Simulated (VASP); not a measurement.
# Au (Im-3m) in VASP: further runs

The runs below take Au through single point, with PBE.

Everything below comes from runs of VASP 6.6.1. Logs are shortened: lines on timing, memory, paths and dates and some standing lists are left out, and cuts for length are marked.

### 1 Starting point

The structure is cubic, space group Im-3m (No. 229). The conventional cell has a = 3.315 Å, b = 3.315 Å, c = 3.315 Å, α = 90.00°, β = 90.00°, γ = 90.00°. Au (site symmetry m-3m) is surrounded by 8 Au at 2.87 Å.

This isn't the form of Au at room conditions, which is fcc.

### 2 Single point, PBE

Input file INCAR:

```
SYSTEM = Au
ALGO = Normal
EDIFF = 1E-7
ENCUT = 520
GGA = PE
ISIF = 2
ISMEAR = 0
LASPH = .True.
LCHARG = .False.
LREAL = .False.
LWAVE = .False.
NBANDS = 12
NELM = 100
PREC = Accurate
SIGMA = 0.15
```

Input file KPOINTS:

```
k-points
0
Gamma
  22 22 22
  0 0 0
```

Input file POSCAR:

```
Au
1.0
   -1.6572690000      1.6572690000      1.6572690000
    1.6572690000     -1.6572690000      1.6572690000
    1.6572690000      1.6572690000     -1.6572690000
Au
1
Direct
    0.0000000000      0.0000000000      0.0000000000
```

Potentials or basis: VASP PAW PBE potentials, release 64 (Au).

Command:

```
> cat potpaw_PBE.64/Au/POTCAR > POTCAR
> mpirun -np 1 vasp_std > vasp.out
```

OUTCAR:

```text
SYSTEM = Au
   EDIFF = 1E-7
   ENCUT = 520
   GGA = PE
   ISIF = 2
   ISMEAR = 0
   LASPH = .True.
   LREAL = .False.
   NELM = 100
   PREC = Accurate

 ion  position               nearest neighbor table
   1  0.000  0.000  0.000-

  LATTYP: Found a body centered cubic cell.
 ALAT       =     3.3145380000

  Lattice vectors:

 A1 = (  -1.6572690000,   1.6572690000,   1.6572690000)
 A2 = (   1.6572690000,  -1.6572690000,   1.6572690000)
 A3 = (   1.6572690000,   1.6572690000,  -1.6572690000)

Analysis of symmetry for initial positions (statically):
=====================================================================
 Subroutine PRICEL returns:
 Original cell was already a primitive cell.

 Routine SETGRP: Setting up the symmetry group for a
 body centered cubic supercell.

 Subroutine GETGRP returns: Found 48 space group operations
 (whereof 48 operations were pure point group operations)
 out of a pool of 48 trial point group operations.

The static configuration has the point symmetry O_h .

Analysis of symmetry for dynamics (positions and initial velocities):
=====================================================================
 Subroutine PRICEL returns:
 Original cell was already a primitive cell.

 Routine SETGRP: Setting up the symmetry group for a
 body centered cubic supercell.

 Subroutine GETGRP returns: Found 48 space group operations
 (whereof 48 operations were pure point group operations)
 out of a pool of 48 trial point group operations.

The dynamic configuration has the point symmetry O_h .

 Subroutine INISYM returns: Found 48 space group operations
 (whereof 48 operations are pure point group operations),
 and found     1 'primitive' translations

----------------------------------------------------------------------------------------

                                     Primitive cell

  volume of cell :      18.2070

  direct lattice vectors                    reciprocal lattice vectors
    -1.657269000  1.657269000  1.657269000     0.000000000  0.301701172  0.301701172
     1.657269000 -1.657269000  1.657269000     0.301701172  0.000000000  0.301701172
     1.657269000  1.657269000 -1.657269000     0.301701172  0.301701172  0.000000000

  length of vectors
     2.870474110  2.870474110  2.870474110     0.426669890  0.426669890  0.426669890

  position of ions in fractional coordinates (direct lattice)
     0.000000000  0.000000000  0.000000000

  ion indices of the primitive-cell ions
   primitive index   ion index
                 1           1

----------------------------------------------------------------------------------------

 KPOINTS: k-points

Automatic generation of k-mesh.
 Grid dimensions read from file:
 generate k-points for:   22   22   22

 Generating k-lattice:

  Cartesian coordinates                     Fractional coordinates (reciprocal lattice)
     0.000000000  0.013713690  0.013713690     0.045454545  0.000000000  0.000000000
     0.013713690  0.000000000  0.013713690     0.000000000  0.045454545  0.000000000
     0.013713690  0.013713690  0.000000000     0.000000000  0.000000000  0.045454545

  Length of vectors
     0.019394086  0.019394086  0.019394086

  Shift w.r.t. Gamma in fractional coordinates (k-lattice)
     0.000000000  0.000000000  0.000000000

 Subroutine IBZKPT returns following result:
 ===========================================

 Found    328 irreducible k-points:

 Following reciprocal coordinates:
            Coordinates               Weight
  0.000000  0.000000  0.000000      1.000000
  0.045455  0.000000  0.000000     12.000000
  0.090909  0.000000  0.000000     12.000000
  0.136364  0.000000  0.000000     12.000000
  0.181818  0.000000  0.000000     12.000000
  0.227273  0.000000  0.000000     12.000000
[... 16 lines left out ...]
  0.090909  0.090909  0.000000     24.000000
  0.136364  0.090909 -0.000000     48.000000
 [... further k-points ...]
   k-points           NKPTS =    328   k-points in BZ     NKDIM =    328   number of bands    NBANDS=     12
   number of dos      NEDOS =    301   number of ions     NIONS =      1
   total plane-waves  NPLWV =  13824
   dimension x,y,z NGX =    24 NGY =   24 NGZ =   24
   dimension x,y,z NGXF=    48 NGYF=   48 NGZF=   48
   ions per type =               1
   NGX,Y,Z   is equivalent  to a cutoff of  13.90, 13.90, 13.90 a.u.
   NGXF,Y,Z  is equivalent  to a cutoff of  27.80, 27.80, 27.80 a.u.
 SYSTEM =  Au
   PREC   = accura    normal or accurate (medium, high low for compatibility)
   ISTART =      0    job   : 0-new  1-cont  2-samecut
   ICHARG =      2    charge: 1-file 2-atom 10-const
   ISPIN  =      1    spin polarized calculation?
   LNONCOLLINEAR =      F non collinear calculations
   LSORBIT =      F    spin-orbit coupling
   LASPH  =      T    aspherical Exc in radial PAW
   ENCUT  =  520.0 eV  38.22 Ry    6.18 a.u.   5.34  5.34  5.34*2*pi/ulx,y,z
   NELM   =    100;   NELMIN=  2; NELMDL= -5     # of ELM steps
   EDIFF  = 0.1E-06   stopping-criterion for ELM
   LREAL  =      F    real-space projection
   EDIFFG = 0.1E-05   stopping-criterion for IOM
   NSW    =      0    number of steps for IOM
   IBRION =     -1    ionic relax: 0-MD 1-quasi-New 2-CG
   NFREE  =      0    steps in history (QN), initial steepest desc. (CG)
   ISIF   =      2    stress and relaxation
   ISYM   =      2    0-nonsym 1-usesym 2-fastsym
   POTIM  = 0.5000    time-step for ionic-motion
   TEBEG  =    0.0;   TEEND  =   0.0 temperature during run
   PSTRESS=    0.0 pullay stress
   NELECT =      11.0000    total number of electrons
   NUPDOWN=      -1.0000    fix difference up-down
   EMIN   =  10.00;   EMAX   =-10.00  energy-range for DOS
   EFERMI =   0.00;   METHOD = LEGACY
   ISMEAR =     0;   SIGMA  =   0.15  broadening in eV -4-tet -1-fermi 0-gaus
   EFERMI_NEDOS =   21; number of points for ismear=-14 and -15
   IALGO  =     38    algorithm
   IMIX   =      4    mixing-type and parameters
     AMIX     =   0.40;   BMIX     =  1.00
     AMIX_MAG =   1.60;   BMIX_MAG =  1.00
  volume/ion in A,a.u.               =      18.21       122.87
  Fermi-wavevector in a.u.,A,eV,Ry     =   1.383968  2.615320 26.060157  1.915367
  Thomas-Fermi vector in A             =   2.508516
   LORBIT       =      0    0 simple, 1 ext, 2 COOP (PROOUT), +10 PAW based schemes
   GGA     = PE    functional components
   LHFCALC =     F    Hartree Fock is set to
   AEXX    =    0.0000 exact exchange contribution
   IVDW    =     0    specifies the selected vdW correction
   LEPSILON=     F    determine dielectric tensor
   LRPA    =     F    only Hartree local field effects (RPA)
 non-spin polarized calculation
 Gauss-broadening in eV      SIGMA  =   0.15
  energy-cutoff  :      520.00
  volume of cell :       18.21
 maximum number of plane-waves:       500
 NGX is ok and might be reduce to    24
   NGX = 11   NGY = 11   NGZ = 11

 number of electron      10.9999998 magnetization

 Free energy of the ion-electron system (eV)
  ---------------------------------------------------
  ext. energy  EPLUGINS =         0.00000000
  ---------------------------------------------------
  free energy    TOTEN  =        -3.20148697 eV

  energy without entropy =       -3.19878926  energy(sigma->0) =       -3.20013812

 E-fermi :   8.4431     XC(G=0): -12.3259

 val. band max:        8.3915613081   @ k =  -0.4091   0.4091   0.1818
 cond. band min:       8.5115512405   @ k =   0.4091   0.0909   0.0000
 fundamental gap:      0.1199899324
 Fermi energy:         8.4430628270

 k-point     1 :       0.0000    0.0000    0.0000
  band No.  band energies     occupation
      1      -0.7557      2.00000
      2       3.8893      2.00000
      3       3.8893      2.00000
      4       3.8893      2.00000
      5       5.6269      2.00000
      6       5.6269      2.00000
      7      24.9108      0.00000
      8      24.9108      0.00000
      9      24.9108      0.00000
     10      31.5689      0.00000
     11      31.5689      0.00000
     12      31.5689      0.00000

 k-point     2 :       0.0455    0.0000    0.0000
  band No.  band energies     occupation
      1      -0.6835      2.00000
      2       3.8673      2.00000
      3       3.8917      2.00000
      4       3.9382      2.00000
      5       5.6003      2.00000
      6       5.6283      2.00000
      7      24.8898      0.00000
      8      24.9280      0.00000
      9      24.9989      0.00000
     10      30.6524      0.00000
     11      30.6905      0.00000
     12      31.2954      0.00000

 k-point     3 :       0.0909    0.0000    0.0000
  band No.  band energies     occupation
      1      -0.4703      2.00000
      2       3.8040      2.00000
      3       3.8975      2.00000
      4       4.0834      2.00000
      5       5.5302      2.00000
      6       5.6331      2.00000
      7      24.7313      0.00000
      8      24.9308      0.00000
      9      25.2581      0.00000
     10      29.2704      0.00000
     11      29.5746      0.00000
     12      30.5440      0.00000

 k-point     4 :       0.1364    0.0000    0.0000
  band No.  band energies     occupation
      1      -0.1278      2.00000
      2       3.7060      2.00000
      3       3.9048      2.00000
      4       4.3193      2.00000
      5       5.4427      2.00000
      6       5.6420      2.00000
      7      24.1144      0.00000
      8      24.7695      0.00000
      9      25.6728      0.00000
     10      28.1682      0.00000
     11      28.9050      0.00000
     12      29.4649      0.00000

 k-point     5 :       0.1818    0.0000    0.0000
  band No.  band energies     occupation
      1       0.3187      2.00000
      2       3.5830      2.00000
      3       3.9220      2.00000
      4       4.6363      2.00000
      5       5.3706      2.00000
      6       5.6559      2.00000
      7      22.7917      0.00000
      8      24.3024      0.00000
      9      26.2176      0.00000
     10      27.7631      0.00000
     11      28.2063      0.00000
     12      28.8292      0.00000
[... 228 lines left out ...]
      1       1.8000      2.00000
      2       2.9674      2.00000
      3       5.4287      2.00000
      4       5.7212      2.00000
      5       6.4760      2.00000
      6       7.5015      2.00000
      7      12.9390      0.00000
      8      20.9015      0.00000
      9      22.0268      0.00000
     10      29.2554      0.00000
     11      29.6461      0.00000
     12      31.2803      0.00000

 k-point    22 :       0.4545    0.0455    0.0000
  band No.  band energies     occupation
      1       1.7894      2.00000
      2       2.9323      2.00000
      3       5.4795      2.00000
      4       5.7331      2.00000
      5       6.7530      2.00000
      6       8.2474      1.93490
      7      11.7898      0.00000
      8      20.7205      0.00000
      9      21.7002      0.00000
     10      29.4374      0.00000
     11      29.8359      0.00000
     12      31.0329      0.00000

 k-point    23 :       0.0909    0.0909    0.0000
  band No.  band energies     occupation
      1       0.0728      2.00000
      2       3.7143      2.00000
      3       3.8026      2.00000
      4       4.5023      2.00000
      5       5.3806      2.00000
      6       5.6673      2.00000
      7      24.0752      0.00000
      8      24.3685      0.00000
      9      25.6297      0.00000
     10      26.9569      0.00000
     11      28.8161      0.00000
     12      30.1323      0.00000

 k-point    24 :       0.1364    0.0909   -0.0000
  band No.  band energies     occupation
      1       0.5114      2.00000
      2       3.6121      2.00000
      3       3.7725      2.00000
      4       4.8499      2.00000
      5       5.3057      2.00000
      6       5.6975      2.00000
      7      22.8701      0.00000
      8      23.6400      0.00000
      9      25.8916      0.00000
     10      26.1539      0.00000
     11      28.8825      0.00000
     12      30.2104      0.00000

 [... further k-points ...]

------------------------ aborting loop because EDIFF is reached ----------------------------------------

  FORCE on cell =-STRESS in cart. coord.  units (eV):
  Direction    XX          YY          ZZ          XY          YZ          ZX
  --------------------------------------------------------------------------------------
  -------------------------------------------------------------------------------------
  Total       -0.1883675     -0.1883675     -0.1883675     -0.0000000      0.0000000     -0.0000000
  in kB      -16.5759193    -16.5759193    -16.5759193     -0.0000000      0.0000000     -0.0000000
  external PRESSURE =     -16.5759193 kB  Pullay stress =       0.0000000 kB

 VOLUME and BASIS-vectors are now :
 -----------------------------------------------------------------------------
  energy-cutoff  :      520.00
  volume of cell :       18.21
      direct lattice vectors                 reciprocal lattice vectors
    -1.657269000  1.657269000  1.657269000     0.000000000  0.301701172  0.301701172
     1.657269000 -1.657269000  1.657269000     0.301701172  0.000000000  0.301701172
     1.657269000  1.657269000 -1.657269000     0.301701172  0.301701172  0.000000000

 POSITION                                       TOTAL-FORCE (eV/Angst)
 -----------------------------------------------------------------------------------
      0.00000      0.00000      0.00000         0.000000      0.000000     -0.000000
 -----------------------------------------------------------------------------------
    total drift:                               -0.000000      0.000000     -0.000000

  FREE ENERGIE OF THE ION-ELECTRON SYSTEM (eV)
  ---------------------------------------------------
  free  energy   TOTEN  =        -3.2014869722 eV

  energy  without entropy=       -3.1987892633  energy(sigma->0) =       -3.20013812
```

Wall time 29 s (1 thread of Intel Xeon Platinum 8488C (Sapphire Rapids), shared host); peak memory 0.19 GiB.

Results:

* Free energy: -3.2015 eV
* Pressure: -1.7 GPa
* Band gap on the k mesh: none (metal or under the smearing width)

Levels at points of the mesh, in eV from the Fermi level:
```tsv
k point	band 3	band 4	band 5	band 6	band 7	band 8	band 9	band 10
(0.00, 0.00, 0.00)	-4.55	-4.55	-2.82	-2.82	16.47	16.47	16.47	23.13
(0.50, 0.00, 0.00)	-2.95	-2.64	-1.44	-0.38	3.17	12.31	13.43	20.87
(0.50, 0.50, 0.50)	-1.78	-1.78	-1.78	6.22	6.22	6.22	8.93	15.29
```

### 3 Single point, PBE

Input file INCAR:

```
PREC = Accurate
ENCUT = 520
EDIFF = 1E-7
ISMEAR = 0
SIGMA = 0.15
LREAL = False
LASPH = True
NELM = 60
ALGO = Normal
ISIF = 2
LWAVE = False
LCHARG = False
GGA = PE
NBANDS = 12
```

Input file KPOINTS:

```
regular mesh
0
Gamma
  20 20 20
```

POSCAR is that of step 2.

Potentials or basis: VASP PAW PBE potentials, release 64 (Au).

Command:

```
> cat potpaw_PBE.64/Au/POTCAR > POTCAR
> mpirun -np 1 vasp_std > vasp.out
```

Wall time 24 s (1 thread of Intel Xeon Platinum 8488C (Sapphire Rapids), shared host); peak memory 0.18 GiB.

The run converged. Its results:

```yaml
Free_energy: -3.2011 eV
Pressure: -1.7 GPa
Band_gap_on_the_k_mesh: none (metal or under the smearing width)
```

Levels at points of the mesh, in eV from the Fermi level:
```csv
k point,band 3,band 4,band 5,band 6,band 7,band 8,band 9,band 10
"(0.00, 0.00, 0.00)",-4.57,-4.57,-2.83,-2.83,16.46,16.46,16.46,23.12
"(0.50, 0.00, 0.00)",-2.96,-2.66,-1.46,-0.39,3.16,12.30,13.42,20.86
"(0.50, 0.50, 0.50)",-1.80,-1.80,-1.80,6.20,6.20,6.20,8.92,15.28
```
